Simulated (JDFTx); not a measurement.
# RbBr (Fm-3m) in JDFTx: further runs

Aim: see how the results for RbBr move with the level of theory and the settings. Levels: LDA, PBEsol, r2SCAN, HSE06. Tasks: single point.

Everything below comes from runs of JDFTx 1.7.0 (patched build). Logs are shortened: lines on timing, memory, paths and dates and some standing lists are left out, and cuts for length are marked. The log counts tension as positive stress, the text compression.

## 1. The structure

Symmetry: Fm-3m, No. 225, cubic system. The conventional cell has a = 6.854 Å, b = 6.854 Å, c = 6.854 Å, α = 90.00°, β = 90.00°, γ = 90.00°. Rb (site symmetry m-3m) is surrounded by 6 Br at 3.43 Å. Br (site symmetry m-3m) has 6 Rb at 3.43 Å as nearest neighbours.

## 2. Single point, LDA

Contents of RbBr.in:

```
lattice \
    0.0000000000     6.4760914291     6.4760914291 \
    6.4760914291     0.0000000000     6.4760914291 \
    6.4760914291     6.4760914291     0.0000000000
coords-type Lattice
ion Rb     0.0000000000     0.0000000000     0.0000000000 1
ion Br     0.5000000000     0.5000000000     0.5000000000 1

ion-species pseudo/Rb.upf
ion-species pseudo/Br.upf
elec-cutoff 22 176
elec-ex-corr lda-PW
kpoint-folding 7 7 7
elec-smearing Gauss 0.00036749322
elec-n-bands 14
electronic-SCF nIterations 100 energyDiffThreshold 1e-09
electronic-minimize nIterations 30 energyDiffThreshold 1e-7
converge-empty-states yes
forces-output-coords Cartesian

dump-name run.$VAR
dump End Ecomponents EigStats BandEigs Kpoints Forces Stress
```

Potentials or basis: PseudoDojo-SR-LDA-0.4.1-standard with smoothed tails.

Run with:

```bash
> jdftx -c 1 -i RbBr.in -o RbBr.out
```

Output:

```text
*************** JDFTx 1.7.0 (patched build) ***************

[... 9 lines left out ...]
---------- Initializing the Grid ----------
R =
[            0      6.47609      6.47609  ]
[      6.47609            0      6.47609  ]
[      6.47609      6.47609            0  ]
unit cell volume = 543.211
G =
[  -0.485106   0.485106   0.485106  ]
[   0.485106  -0.485106   0.485106  ]
[   0.485106   0.485106  -0.485106  ]
Minimum fftbox size, Smin = [  56  56  56  ]
Chosen fftbox size, S = [  56  56  56  ]

---------- Initializing tighter grid for wavefunction operations ----------
R =
[            0      6.47609      6.47609  ]
[      6.47609            0      6.47609  ]
[      6.47609      6.47609            0  ]
unit cell volume = 543.211
G =
[  -0.485106   0.485106   0.485106  ]
[   0.485106  -0.485106   0.485106  ]
[   0.485106   0.485106  -0.485106  ]
Minimum fftbox size, Smin = [  40  40  40  ]
Chosen fftbox size, S = [  40  40  40  ]

---------- Exchange Correlation functional ----------
Initalized Slater LDA exchange.
Initalized Perdew-Wang LDA correlation.

---------- Setting up pseudopotentials ----------
Width of ionic core gaussian charges (only for fluid interactions / plotting) set to 0

Reading pseudopotential file 'pseudo/Rb.upf':
  'Rb' pseudopotential, 'SLA  PW   NOGX NOGC' functional
  Generated using ONCVPSP code by D. R. Hamann
  9 valence electrons, 3 orbitals, 6 projectors, 1001 radial grid points, with lMax = 2
    4S    l: 0   occupation:  2.0   eigenvalue: -1.174891
    4P    l: 1   occupation:  6.0   eigenvalue: -0.589196
    5S    l: 0   occupation:  1.0   eigenvalue: -0.086836
  WARNING: large normalization error in atomic orbital 2s (integral: 0.980017).
  Core radius for overlap checks: 1.88 bohrs.

Reading pseudopotential file 'pseudo/Br.upf':
  'Br' pseudopotential, 'SLA  PW   NOGX NOGC' functional
  Generated using ONCVPSP code by D. R. Hamann
  7 valence electrons, 2 orbitals, 6 projectors, 1001 radial grid points, with lMax = 2
    4S    l: 0   occupation:  2.0   eigenvalue: -0.746748
    4P    l: 1   occupation:  5.0   eigenvalue: -0.294086
  Core radius for overlap checks: 1.88 bohrs.

Initialized 2 species with 2 total atoms.

Folded 1 k-points by 7x7x7 to 343 k-points.

---------- Setting up k-points, bands, fillings ----------
Reduced to 20 k-points under symmetry.
Computing the number of bands and number of electrons
Calculating initial fillings.
nElectrons:  16.000000   nBands: 14   nStates: 20

----- Setting up reduced wavefunction bases (one per k-point) -----
average nbasis = 2676.429 , ideal nbasis = 2677.299

---------- Setting up ewald sum ----------
Optimum gaussian width for ewald sums = 2.941329 bohr.
Real space sum over 1331 unit cells with max indices [  5  5  5  ]
Reciprocal space sum over 2197 terms with max indices [  6  6  6  ]

---------- Allocating electronic variables ----------
Initializing wave functions:  linear combination of atomic orbitals
Note: number of bands (14) exceeds available atomic orbitals (9)
Rb pseudo-atom occupations:   s ( 2 1 )  p ( 6 )
Br pseudo-atom occupations:   s ( 2 )  p ( 5 )
	FillingsUpdate:  mu: +0.202171019  nElectrons: 16.000000
LCAOMinimize: Iter:   0  F: -38.1222260921726672  |grad|_K:       -nan  alpha:  1.000e+00
LCAOMinimize: |grad|_K=-nan. Stopping ...

-------- Electronic minimization -----------
Will mix electronic density at each iteration.
	FillingsUpdate:  mu: +0.202171019  nElectrons: 16.000000
	FillingsUpdate:  mu: +0.100000000  nElectrons: 16.000000
SCF: Cycle:  0   F: -38.109996219180452   dF: +1.223e-02   |Residual|: 1.502e-01   |deigs|: 1.500e-01
	FillingsUpdate:  mu: +0.100000000  nElectrons: 16.000000
SCF: Cycle:  1   F: -38.158665567822354   dF: -4.867e-02   |Residual|: 4.019e-02   |deigs|: 2.687e-02
	FillingsUpdate:  mu: +0.100000000  nElectrons: 16.000000
SCF: Cycle:  2   F: -38.163618747916573   dF: -4.953e-03   |Residual|: 1.055e-02   |deigs|: 1.031e-02
	FillingsUpdate:  mu: +0.100000000  nElectrons: 16.000000
SCF: Cycle:  3   F: -38.163691047240803   dF: -7.230e-05   |Residual|: 1.830e-03   |deigs|: 2.468e-03
	FillingsUpdate:  mu: +0.100000000  nElectrons: 16.000000
SCF: Cycle:  4   F: -38.163692625591736   dF: -1.578e-06   |Residual|: 8.256e-04   |deigs|: 3.365e-04
	FillingsUpdate:  mu: +0.100000000  nElectrons: 16.000000
SCF: Cycle:  5   F: -38.163693169801107   dF: -5.442e-07   |Residual|: 1.798e-04   |deigs|: 1.862e-04
	FillingsUpdate:  mu: +0.100000000  nElectrons: 16.000000
SCF: Cycle:  6   F: -38.163693344234389   dF: -1.744e-07   |Residual|: 6.313e-05   |deigs|: 1.286e-04
	FillingsUpdate:  mu: +0.100000000  nElectrons: 16.000000
SCF: Cycle:  7   F: -38.163693395833704   dF: -5.160e-08   |Residual|: 2.890e-05   |deigs|: 9.330e-05
	FillingsUpdate:  mu: +0.100000000  nElectrons: 16.000000
SCF: Cycle:  8   F: -38.163693414937065   dF: -1.910e-08   |Residual|: 1.435e-05   |deigs|: 8.057e-05
	FillingsUpdate:  mu: +0.100000000  nElectrons: 16.000000
SCF: Cycle:  9   F: -38.163693420907371   dF: -5.970e-09   |Residual|: 2.217e-06   |deigs|: 7.778e-05
	FillingsUpdate:  mu: +0.100000000  nElectrons: 16.000000
SCF: Cycle: 10   F: -38.163693422527260   dF: -1.620e-09   |Residual|: 1.085e-06   |deigs|: 6.586e-05
	FillingsUpdate:  mu: +0.100000000  nElectrons: 16.000000
SCF: Cycle: 11   F: -38.163693423483622   dF: -9.564e-10   |Residual|: 7.622e-07   |deigs|: 1.716e-04
	FillingsUpdate:  mu: +0.100000000  nElectrons: 16.000000
SCF: Cycle: 12   F: -38.163693423649306   dF: -1.657e-10   |Residual|: 3.956e-07   |deigs|: 9.450e-05
SCF: Converged (|Delta E|<1.000000e-09 for 2 iters).

Setting wave functions to eigenvectors of Hamiltonian
Converging empty states (this may take a while):
EmptyStates: None of the convergence criteria satisfied.
|deigs|: 3.372e-04

# Stress tensor in Cartesian coordinates [Eh/a0^3]:
[  4.31921e-05            0            0  ]
[            0  4.31921e-05            0  ]
[            0            0  4.31921e-05  ]

# Ionic positions in lattice coordinates:
ion Rb   0.000000000000000   0.000000000000000   0.000000000000000 1
ion Br   0.500000000000000   0.500000000000000   0.500000000000000 1

# Forces in Cartesian coordinates:
force Rb  -0.000000000000000   0.000000000000000   0.000000000000000 1
force Br  -0.000000000000000  -0.000000000000000   0.000000000000000 1

# Energy components:
   Eewald =      -28.3094525901205323
       EH =        7.3529338712998049
     Eloc =      -22.6188886625898640
      Enl =        1.1031518272901693
      Exc =      -12.2217923022845536
 Exc_core =        4.8555588922975419
       KE =       11.6747955404581294
-------------------------------------
     Etot =      -38.1636934236493062

IonicMinimize: Iter:   0  F: -38.163693423649306  |grad|_K:       -nan
IonicMinimize: None of the convergence criteria satisfied after 0 iterations.

#--- Lowdin population analysis ---
# oxidation-state Rb +0.721
# oxidation-state Br -0.661

Dumping 'run.eigStats' ...
	eMin: -0.859130 at state 0 ( [ +0.000000 +0.000000 +0.000000 ] spin 0 )
	HOMO: +0.035835 at state 0 ( [ +0.000000 +0.000000 +0.000000 ] spin 0 )
	mu  : +0.100000
	LUMO: +0.180986 at state 0 ( [ +0.000000 +0.000000 +0.000000 ] spin 0 )
	eMax: +0.436931 at state 13 ( [ +0.000000 +0.285714 -0.285714 ] spin 0 )
	HOMO-LUMO gap: +0.145152
	Optical gap  : +0.145152 at state 0 ( [ +0.000000 +0.000000 +0.000000 ] spin 0 )
WARNING: the last solve of the electrons (or of bands or displaced states from it) ended unconverged.
Done!
[note: mu as printed may lie anywhere between the filled and the empty levels]
```

Wall time 22 s (1 thread of Intel Xeon 6975P-C (Granite Rapids), shared host); peak memory 0.1 GiB.

What came out:

* Free energy: -1038.4870 eV
* Pressure: -1.3 GPa
* Band gap on the k mesh: 3.95 eV, direct
* Loewdin charges: Rb +0.72; Br -0.66 e

Caveat: the empty levels aren't tightly converged. LDA gaps usually lie below the measured ones, often by a third to a half.

## 3. Single point, PBEsol

Contents of RbBr.in:

```
lattice Face-Centered Cubic 12.9521828582
coords-type Lattice
ion Rb     0.0000000000     0.0000000000     0.0000000000 1
ion Br     0.5000000000     0.5000000000     0.5000000000 1

ion-species pseudo/Rb.upf
ion-species pseudo/Br.upf
elec-cutoff 23 184
elec-ex-corr gga-PBEsol
kpoint-folding 7 7 7
elec-smearing Fermi 0.0018374661
elec-n-bands 14
electronic-SCF nIterations 100 energyDiffThreshold 1e-09
electronic-minimize nIterations 30 energyDiffThreshold 1e-7
converge-empty-states yes
forces-output-coords Cartesian

dump-name run.$VAR
dump End Ecomponents EigStats BandEigs Kpoints Forces Stress ElecDensity
```

Potentials or basis: PseudoDojo-SR-PBEsol-0.4.1-standard with smoothed tails.

Run with:

```bash
> jdftx -c 1 -i RbBr.in -o RbBr.out
```

Output:

```text
*************** JDFTx 1.7.0 (patched build) ***************

[... 9 lines left out ...]
---------- Initializing the Grid ----------
R =
[            0      6.47609      6.47609  ]
[      6.47609            0      6.47609  ]
[      6.47609      6.47609            0  ]
unit cell volume = 543.211
G =
[  -0.485106   0.485106   0.485106  ]
[   0.485106  -0.485106   0.485106  ]
[   0.485106   0.485106  -0.485106  ]
Minimum fftbox size, Smin = [  56  56  56  ]
Chosen fftbox size, S = [  56  56  56  ]

---------- Initializing tighter grid for wavefunction operations ----------
R =
[            0      6.47609      6.47609  ]
[      6.47609            0      6.47609  ]
[      6.47609      6.47609            0  ]
unit cell volume = 543.211
G =
[  -0.485106   0.485106   0.485106  ]
[   0.485106  -0.485106   0.485106  ]
[   0.485106   0.485106  -0.485106  ]
Minimum fftbox size, Smin = [  40  40  40  ]
Chosen fftbox size, S = [  40  40  40  ]

---------- Exchange Correlation functional ----------
Initalized PBEsol GGA exchange.
Initalized PBEsol GGA correlation.

---------- Setting up pseudopotentials ----------
Width of ionic core gaussian charges (only for fluid interactions / plotting) set to 0

Reading pseudopotential file 'pseudo/Rb.upf':
  'Rb' pseudopotential, 'PBESOL' functional
  Generated using ONCVPSP code by D. R. Hamann
  9 valence electrons, 3 orbitals, 6 projectors, 1001 radial grid points, with lMax = 2
    4S    l: 0   occupation:  2.0   eigenvalue: -1.172517
[... 66 lines left out ...]
	FillingsUpdate:  mu: +0.100000000  nElectrons: 16.000000
SCF: Cycle:  8   F: -37.984606235717699   dF: -1.308e-08   |Residual|: 6.476e-06   |deigs|: 2.013e-04
	FillingsUpdate:  mu: +0.100000000  nElectrons: 16.000000
SCF: Cycle:  9   F: -37.984606239351677   dF: -3.634e-09   |Residual|: 2.237e-06   |deigs|: 1.941e-04
	FillingsUpdate:  mu: +0.100000000  nElectrons: 16.000000
SCF: Cycle: 10   F: -37.984606241013907   dF: -1.662e-09   |Residual|: 1.880e-06   |deigs|: 6.125e-04
	FillingsUpdate:  mu: +0.100000000  nElectrons: 16.000000
SCF: Cycle: 11   F: -37.984606241405871   dF: -3.920e-10   |Residual|: 2.365e-07   |deigs|: 1.616e-04
	FillingsUpdate:  mu: +0.100000000  nElectrons: 16.000000
SCF: Cycle: 12   F: -37.984606241612866   dF: -2.070e-10   |Residual|: 1.905e-07   |deigs|: 5.413e-05
SCF: Converged (|Delta E|<1.000000e-09 for 2 iters).

Setting wave functions to eigenvectors of Hamiltonian
Converging empty states (this may take a while):
EmptyStates: None of the convergence criteria satisfied.
|deigs|: 2.303e-04

# Stress tensor in Cartesian coordinates [Eh/a0^3]:
[  2.29355e-06            0            0  ]
[            0  2.29355e-06            0  ]
[            0            0  2.29355e-06  ]

# Ionic positions in lattice coordinates:
ion Rb   0.000000000000000   0.000000000000000   0.000000000000000 1
ion Br   0.500000000000000   0.500000000000000   0.500000000000000 1

# Forces in Cartesian coordinates:
force Rb   0.000000000000000  -0.000000000000000  -0.000000000000000 1
force Br  -0.000000000000000  -0.000000000000000   0.000000000000000 1

# Energy components:
   Eewald =      -28.3094525901205323
       EH =        7.3632709101784801
     Eloc =      -22.5160750581553302
      Enl =        1.0963051644898005
      Exc =      -12.1849111828990093
 Exc_core =        4.9035344782352404
       KE =       11.6627220366584829
-------------------------------------
     Etot =      -37.9846062416128660
       TS =        0.0000000000000003
-------------------------------------
        F =      -37.9846062416128660

IonicMinimize: Iter:   0  F: -37.984606241612866  |grad|_K:  3.586e-42
IonicMinimize: Converged (|grad|_K<1.000000e-04).

#--- Lowdin population analysis ---
# oxidation-state Rb +0.729
# oxidation-state Br -0.671

Dumping 'run.eigStats' ...
	eMin: -0.852261 at state 0 ( [ +0.000000 +0.000000 +0.000000 ] spin 0 )
	HOMO: +0.043029 at state 0 ( [ +0.000000 +0.000000 +0.000000 ] spin 0 )
	mu  : +0.100000
	LUMO: +0.197874 at state 0 ( [ +0.000000 +0.000000 +0.000000 ] spin 0 )
	eMax: +0.449316 at state 13 ( [ +0.000000 +0.285714 -0.285714 ] spin 0 )
	HOMO-LUMO gap: +0.154846
	Optical gap  : +0.154846 at state 0 ( [ +0.000000 +0.000000 +0.000000 ] spin 0 )
WARNING: the last solve of the electrons (or of bands or displaced states from it) ended unconverged.
Done!
[note: mu as printed may lie anywhere between the filled and the empty levels]
```

Wall time 25 s (1 thread of Intel Xeon 6975P-C (Granite Rapids), shared host); peak memory 0.11 GiB.

What came out:

| Quantity | Value |
| --- | --- |
| Free energy | -1033.6138 eV |
| Pressure | -0.1 GPa |
| Band gap on the k mesh | 4.21 eV, direct |
| Loewdin charges | Rb +0.73; Br -0.67 e |

Levels at points of the mesh, in eV from the valence-band top:
| k point | band 5 | band 6 | band 7 | band 8 | band 9 | band 10 | band 11 | band 12 |
| --- | --- | --- | --- | --- | --- | --- | --- | --- |
| (0.00, 0.00, 0.00) | -8.44 | 0.00 | 0.00 | 0.00 | 4.21 | 7.21 | 7.21 | 7.21 |

Caveat: the empty levels aren't tightly converged; an odd mesh through Γ misses points on the zone boundary, where band edges often lie.

(Part 1 of 2 ends here.)
